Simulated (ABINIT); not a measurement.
# TiAl3 (I4/mmm) in ABINIT: a series of runs

The runs below take TiAl3 through relaxation of cell and atoms, with LDA, PBEsol.

Program: ABINIT 10.8.3 (patched build). These are calculated values, not measurements. Logs are shortened: lines on timing, memory, paths and dates and some standing lists are left out, and cuts for length are marked. The log counts tension as positive stress, the text compression.

### 1 The structure

It takes space group I4/mmm (No. 139, tetragonal). Conventional cell: a = 3.822 Å, b = 3.822 Å, c = 8.561 Å, α = 90.00°, β = 90.00°, γ = 90.00°. Around Ti (site symmetry 4/mmm) lie 12 Al at 2.70 to 2.87 Å. Al (site symmetry -4m2) is surrounded by 8 Al at 2.70 to 2.87 Å and 4 Ti at 2.87 Å. Al (site symmetry 4/mmm) is surrounded by 4 Ti at 2.70 Å and 8 Al at 2.87 Å.

The cell comes from a database or a generator and needn't be the stable form of this composition.

### 2 Relaxation of cell and atoms, LDA

run.abi

```
pp_dirpath "./"
pseudos "Ti.LDA_PW-JTH.xml, Al.LDA_PW-JTH.xml"

acell 5.0624878778 5.0624878778 5.0624878778 Angstrom
rprim
    -0.3775034760     0.3775034760     0.8455662311
     0.3775034760    -0.3775034760     0.8455662311
     0.3775034760     0.3775034760    -0.8455662311
ntypat 2
znucl 22 13
natom 4
typat 1 2 2 2
xred
     0.0000000000     0.0000000000     0.0000000000
     0.2500000000     0.7500000000     0.5000000000
     0.7500000000     0.2500000000     0.5000000000
     0.5000000000     0.5000000000     0.0000000000
chkprim 0
chksymtnons 0
tolsym 1.0e-6

ecut 15.0
pawecutdg 30.0

kptopt 1
ngkpt 10 10 10
nshiftk 1
shiftk 0.0 0.0 0.0

ixc 7

nband 15
occopt 3
tsmear 0.00183747

nstep 100
tolvrs 1.0e-9

iomode 3
prtwf 0
prtden 0
prteig 0
prtebands 0
enunit 2

ionmov 2
ntime 60
tolmxf 5.0e-5
optcell 2
dilatmx 1.08
ecutsm 0.5
```

Potentials or basis: JTH PAW LDA v2.0.

Run with:

```
abinit run.abi > log 2>&1
```

run.abo:

```text
.Version 10.8.3 of ABINIT
 Symmetries : space group I4/m m m (#139); Bravais tI (body-center tetrag.)
================================================================================
 Values of the parameters that define the memory need of the present run
     intxc =       0    ionmov =       2      iscf =      17    lmnmax =      18
     lnmax =       6     mgfft =      40  mpssoang =       3    mqgrid =    3001
     natom =       4  nloc_mem =       2    nspden =       1   nspinor =       1
    nsppol =       1      nsym =      16    n1xccc =       1    ntypat =       2
    occopt =       3   xclevel =       1
       mpw =        1500          nfft =       64000          nkpt =         102
 PAW method is used; the additional fine FFT grid is defined by:
   mgfftf=        54    nfftf =    157464
================================================================================
================================================================================

--------------------------------------------------------------------------------
------------- Echo of variables that govern the present computation ------------
--------------------------------------------------------------------------------
 -outvars: echo values of preprocessed input variables --------
            acell      9.5667156048E+00  9.5667156048E+00  9.5667156048E+00 Bohr
              amu      4.78800000E+01  2.69815390E+01
          chkprim           0
      chksymtnons           0
          dilatmx      1.08000000E+00
             ecut      1.50000000E+01 Hartree
           ecutsm      5.00000000E-01 Hartree
           enunit           2
           ionmov           2
                       outvar_i_n : Printing only first  50 k-points.
              ixc           7
                       outvar_i_n : Printing only first  50 k-points.
         kptrlatt       10    0    0      0   10    0      0    0   10
          kptrlen      7.22293679E+01
            natom           4
            nband          15
            ngfft          40      40      40
          ngfftdg          54      54      54
             nkpt         102
            nstep         100
             nsym          16
            ntime          60
           ntypat           2
                       prtocc : prtvol=0, do not print more k-points.
           occopt           3
          optcell           2
        pawecutdg      3.00000000E+01 Hartree
           prtden           0
        prtebands           0
           prteig           0
            prtwf           0
            rprim     -3.7750347600E-01  3.7750347600E-01  8.4556623110E-01
                       3.7750347600E-01 -3.7750347600E-01  8.4556623110E-01
                       3.7750347600E-01  3.7750347600E-01 -8.4556623110E-01
          spgroup         139
           tolsym      1.00000000E-06
           tolvrs      1.00000000E-09
           tsmear      1.83747000E-03 Hartree
[... 573 lines left out ...]
 length scales=  9.473353681346  9.473353681346  9.473353681346 bohr
              =  5.013082875591  5.013082875591  5.013082875591 angstroms
 Fermi (or HOMO) energy (hartree) =   0.33568   Average Vxc (hartree)=  -0.38956
 Eigenvalues (hartree) for nkpt= 102  k points:
 kpt#   1, nband= 15, wtk=  0.00100, kpt=  0.0000  0.0000  0.0000 (reduced coord)
  -1.71288   -0.85446   -0.85446   -0.85156   -0.04071    0.22889    0.23923    0.28168
   0.28986    0.28986    0.36768    0.40425    0.40425    0.42178    0.43106
      occupation numbers for kpt#   1
   2.00000    2.00000    2.00000    2.00000    2.00000    2.00000    2.00000    2.00000
   2.00000    2.00000    0.00000    0.00000    0.00000    0.00000    0.00000
 prteigrs : prtvol=0 or 1, do not print more k-points.

 Fermi (or HOMO) energy (eV) =   9.13441   Average Vxc (eV)= -10.60041
 Eigenvalues (   eV  ) for nkpt= 102  k points:
 kpt#   1, nband= 15, wtk=  0.00100, kpt=  0.0000  0.0000  0.0000 (reduced coord)
 -46.60990  -23.25100  -23.25100  -23.17200   -1.10764    6.22855    6.50970    7.66500
   7.88750    7.88750   10.00509   11.00022   11.00022   11.47722   11.72966
 prteigrs : prtvol=0 or 1, do not print more k-points.

--- !EnergyTerms
iteration_state     : {dtset: 1, itime: 4, icycle: 1, }
comment             : Components of total free energy in Hartree
kinetic             :  1.04810885024891E+01
hartree             :  1.82638290783108E+01
xc                  : -6.58234295426077E+00
Ewald energy        : -4.32684895176773E+01
psp_core            :  5.68723725456142E-01
local_psp           : -4.64496974590615E+01
PAW spherical_terms :  1.80679235648871E+00
internal            : -6.51800962682548E+01
'-kT*entropy'       : -4.87826062656757E-04
total_energy        : -6.51805840943175E+01
total_energy_eV     : -1.77365404952912E+03
...

--- !EnergyTermsDC
iteration_state     : {dtset: 1, itime: 4, icycle: 1, }
comment             : '"Double-counting" decomposition of free energy'
band_energy         : -5.83442340748624E+00
Ewald energy        : -4.32684895176773E+01
psp_core            :  5.68723725456142E-01
xc_dc               : -1.77530857219928E+01
PAW spherical_terms :  1.10717623761799E+00
internal            : -6.51800986840822E+01
'-kT*entropy'       : -4.87826062656757E-04
total_energy_dc     : -6.51805865101448E+01
total_energy_dc_eV  : -1.77365411526713E+03
...

--- !EnergyTermsWithPAWCore
iteration_state     : {dtset: 1, itime: 4, icycle: 1, }
comment             : 'Components of total free energy, including PAW core contributions'
Total energy        : -1.57782049717186E+03
Total energy DC     : -1.57782049958769E+03
Total energy (eV)   : -4.29346829753693E+04
Total energy DC (eV): -4.29346830411073E+04
...

 Cartesian components of stress tensor (hartree/bohr^3)
  sigma(1 1)=  1.48219908E-07  sigma(3 2)=  0.00000000E+00
  sigma(2 2)=  1.48219908E-07  sigma(3 1)=  0.00000000E+00
  sigma(3 3)= -1.90387888E-07  sigma(2 1)=  0.00000000E+00

-Cartesian components of stress tensor (GPa)         [Pressure= -1.0401E-03 GPa]
- sigma(1 1)=  4.36078025E-03  sigma(3 2)=  0.00000000E+00
- sigma(2 2)=  4.36078025E-03  sigma(3 1)=  0.00000000E+00
- sigma(3 3)= -5.60140504E-03  sigma(2 1)=  0.00000000E+00

== END DATASET(S) ==============================================================
================================================================================

 -outvars: echo values of variables after computation  --------
            acell      9.4733536813E+00  9.4733536813E+00  9.4733536813E+00 Bohr
           etotal     -6.5180586510E+01
            fcart     -4.1398500859E-32 -8.2797001718E-32 -1.8458144701E-32
                      -4.1398500859E-32 -8.2797001718E-32 -1.8458144701E-32
                       1.2419550258E-31  2.4839100515E-31  5.5374434104E-32
                      -4.1398500859E-32 -8.2797001718E-32 -1.8458144701E-32
            rprim     -3.7714932904E-01  3.7714932904E-01  8.4588224193E-01
                       3.7714932904E-01 -3.7714932904E-01  8.4588224193E-01
                       3.7714932904E-01  3.7714932904E-01 -8.4588224193E-01
           strten      1.4821990805E-07  1.4821990805E-07 -1.9038788758E-07
                       0.0000000000E+00  0.0000000000E+00  0.0000000000E+00
           xangst      1.4818336137E-31  3.0743330118E-47  6.6243406752E-32
                       1.8906808429E+00  4.8255085305E-16  2.1202388909E+00
                      -2.2245481485E-16  1.8906808429E+00  2.1202388909E+00
                      -3.6137306918E-16  3.9382089652E-16  4.2404777818E+00
             xred      7.8108423343E-33  4.6998672984E-32  3.9187830650E-32
                       2.5000000000E-01  7.5000000000E-01  5.0000000000E-01
                       7.5000000000E-01  2.5000000000E-01  5.0000000000E-01
                       5.0000000000E-01  5.0000000000E-01  8.5809901388E-18
 Calculation completed.
```

It took 9.6 min on 1 thread of Intel Xeon Platinum 8259CL at 2.50GHz (Skylake/Cascade Lake), shared host; peak memory 0.19 GiB.

Results:

| Item | Value |
| --- | --- |
| Free energy | -1773.6541 eV |
| Relaxed volume | 15.16 Å³/atom |
| Relaxed cell | a = 5.013 Å, b = 5.013 Å, c = 5.013 Å, α = 135.69°, β = 135.69°, γ = 64.47° |
| Space group after relaxing (to 0.05 Å) | I4/mmm (No. 139) |
| Energy gained by relaxing | 5.2 meV/atom |
| Ionic steps | 4 |
| Pressure after relaxing | 0.0 GPa |
| Band gap on the k mesh | none (metal or under the smearing width) |
| Valence electrons inside the program's atomic spheres | Ti 10.28; Al 0.81, 0.82 |

Step by step:
| step | energy change (eV) | largest force (eV/Å) | pressure (GPa) | volume (Å³) |
| --- | --- | --- | --- | --- |
| 1 | 0.0000 | 0.0000 | -3.40 | 62.54 |
| 2 | -0.0116 | 0.0000 | -2.30 | 61.89 |
| 3 | -0.0208 | 0.0000 | 0.09 | 60.59 |
| 4 | -0.0208 | 0.0000 | 0.00 | 60.63 |

Final structure:
```yaml
crystal:
  lattice:
    - [-1.89068, 1.89068, 4.24048]
    - [1.89068, -1.89068, 4.24048]
    - [1.89068, 1.89068, -4.24048]
  atoms:
    - { symbol: Ti, position: [0.00000, 0.00000, 0.00000] }
    - { symbol: Al, position: [0.25000, 0.75000, 0.50000] }
    - { symbol: Al, position: [0.75000, 0.25000, 0.50000] }
    - { symbol: Al, position: [0.50000, 0.50000, 0.00000] }
```

### 3 Relaxation of cell and atoms, PBEsol

Edit run.abi of step 2 so:

```diff
@@ -1,3 +1,3 @@
 pp_dirpath "./"
-pseudos "Ti.LDA_PW-JTH.xml, Al.LDA_PW-JTH.xml"
+pseudos "Ti.GGA_PBE-JTH.xml, Al.GGA_PBE-JTH.xml"
 
@@ -23,2 +23,3 @@
 pawecutdg 30.0
+pawxcdev 0
 
@@ -29,3 +30,3 @@
 
-ixc 7
+ixc -116133
```

Potentials or basis: JTH PAW PBE v2.0.

Run with:

```
abinit run.abi > log 2>&1
```

Run time: 8.9 min. Hardware: 1 thread of Intel Xeon Platinum 8259CL at 2.50GHz (Skylake/Cascade Lake), shared host; peak memory 0.21 GiB.

Results (log left out):

```
Free energy                                           : -1767.7644 eV
Relaxed volume                                        : 15.62 Å³/atom
Relaxed cell                                          : a = 5.060 Å, b = 5.060 Å, c = 5.060 Å, α = 135.63°, β = 135.63°, γ = 64.55°
Space group after relaxing (to 0.05 Å)                : I4/mmm (No. 139)
Energy gained by relaxing                             : 0.0 meV/atom
Ionic steps                                           : 4
Pressure after relaxing                               : 0.0 GPa
Band gap on the k mesh                                : none (metal or under the smearing width)
Valence electrons inside the program's atomic spheres : Ti 10.23; Al 0.78, 0.79
```

Final structure:
```
Ti Al
1.0
    -1.91060    1.91060    4.27849
     1.91060   -1.91060    4.27849
     1.91060    1.91060   -4.27849
Ti Al
1 3
Direct
  0.00000 0.00000 0.00000
  0.25000 0.75000 0.50000
  0.75000 0.25000 0.50000
  0.50000 0.50000 0.00000
```

Levels at points of the mesh, in eV from the Fermi level:
| k point | band 9 | band 10 | band 11 | band 12 | band 13 | band 14 |
| --- | --- | --- | --- | --- | --- | --- |
| (0.00, 0.00, 0.00) | -1.23 | -1.23 | 0.86 | 1.77 | 1.77 | 2.25 |
| (0.50, 0.00, 0.00) | -1.06 | -0.26 | 0.51 | 1.82 | 2.11 | 2.75 |
| (0.50, 0.50, 0.00) | -2.70 | -2.21 | -0.99 | 1.78 | 1.95 | 2.73 |
| (0.50, 0.50, 0.50) | -0.92 | -0.24 | 0.71 | 0.71 | 0.97 | 3.09 |

Caveat: the PAW data sets were made with another functional, which shifts forces and pressure a little.
